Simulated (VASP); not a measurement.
**CdSe in VASP: how settings move the PBE single point**

Aim: see what changed inputs do to the PBE single point of CdSe built on the zincblende prototype, under +2.0 % equal strain in all directions.

Program: VASP 6.6.1. PAW datasets, plane waves. No spin polarisation and no zero-point or thermal motion.

**1. The structure to begin with**

The cell comes from an earlier relaxation with r2SCAN in another program.

The symmetry is F-43m (No. 216, cubic); a = 6.258 Å in the conventional setting, 30.64 Å³ an atom. Near Cd stand 4 Se at 2.71 Å; near Se stand 4 Cd at 2.71 Å.

The structure in full:

```xyz
2
Lattice="0.0000 3.1291 3.1291 3.1291 0.0000 3.1291 3.1291 3.1291 0.0000" Properties=species:S:1:pos:R:3 pbc="T T T"
Cd    0.0000    0.0000    0.0000
Se    1.5646    1.5646    1.5646
```

**2. Baseline**

Contents of INCAR:

```
ENCUT = 520.000000
SIGMA = 0.020000
EDIFF = 1.00e-07
GGA = PE
PREC = Accurate
IBRION = -1
ISIF = 2
ISMEAR = -1
NBANDS = 16
NELM = 120
NSW = 0
LASPH = .TRUE.
LCHARG = .TRUE.
LELF = .TRUE.
LWAVE = .FALSE.
LREAL = .FALSE.
```

Contents of KPOINTS:

```
KPOINTS created by Atomic Simulation Environment
0
Gamma
8 8 8
0 0 0
```

Contents of POSCAR:

```
Cd Se
 1.0000000000000000
     0.0000000000000000    3.1291365846999999    3.1291365846999999
     3.1291365846999999    0.0000000000000000    3.1291365846999999
     3.1291365846999999    3.1291365846999999    0.0000000000000000
 Cd  Se
   1   1
Cartesian
  0.0000000000000000  0.0000000000000000  0.0000000000000000
  1.5645682923499997  1.5645682923499997  1.5645682923499997
```

A file KPOINTS_OPT adds named points for the levels; it doesn't enter the self-consistent loop.

Potentials: the recommended PBE PAW datasets, 18 valence electrons.

The run is started by

```console
$ mpirun -np 1 vasp_std
```

**3. Try 1**

Contents of INCAR:

```
ENCUT = 520.000000
SIGMA = 0.020000
EDIFF = 1.00e-07
GGA = PE
PREC = Accurate
IBRION = -1
ISIF = 2
ISMEAR = -1
NBANDS = 16
NSW = 0
LASPH = .TRUE.
LCHARG = .FALSE.
LWAVE = .FALSE.
LREAL = .FALSE.
AMIX = 0.2
BMIX = 0.0001
NELM = 96
```

KPOINTS is that of step 2.

POSCAR is that of step 2.

**4. Try 2**

Contents of INCAR:

```
ENCUT = 520.000000
SIGMA = 0.020000
EDIFF = 1.00e-07
GGA = PE
IBRION = -1
ISIF = 2
ISMEAR = -1
NBANDS = 16
NELM = 120
NSW = 0
LCHARG = .FALSE.
LWAVE = .FALSE.
LREAL = .FALSE.
NELECT = 18.02
LASPH = .FALSE.
PREC = Medium
```

KPOINTS is that of step 2.

POSCAR is that of step 2.

**5. Try 3**

Contents of INCAR:

```
ENCUT = 520.000000
EDIFF = 1.00e-07
GGA = PE
PREC = Accurate
IBRION = -1
ISIF = 2
NBANDS = 16
NSW = 0
LASPH = .TRUE.
LCHARG = .FALSE.
LWAVE = .FALSE.
LREAL = .FALSE.
ISMEAR = -1
SIGMA = 0.5
ISYM = 1
NELM = 92
```

KPOINTS is that of step 2.

POSCAR is that of step 2.

Q: Predict the outcome of this session. Wanted: for each run, changed; ending; energy change; pressure; electronic steps; usable.

As calculated:

| run | changed | ending | energy change (meV/atom) | pressure (GPa) | gap on the mesh (eV; negative: overlap) | electronic steps | time | usable |
| --- | --- | --- | --- | --- | --- | --- | --- | --- |
| ref. | – | converged | 0 | -1.0 | 0.43 | 14 | 33 s | yes |
| 1 | AMIX = 0.2, BMIX = 0.0001, NELM = 96 | converged | 0.0 | -1.0 | 0.43 | 14 | 27 s | yes |
| 2 | NELECT = 18.02, LASPH = .FALSE., PREC = Medium | converged | – | -0.6 | – | 14 | 15 s | no |
| 3 | ISMEAR = -1, SIGMA = 0.5, ISYM = 1, NELM = 92 | converged | 30.8 | -0.5 | 0.45 | 14 | 29 s | no |

Of 3 altered inputs, 2 ended normally on a faulty or unsound input, 1 gave usable results.
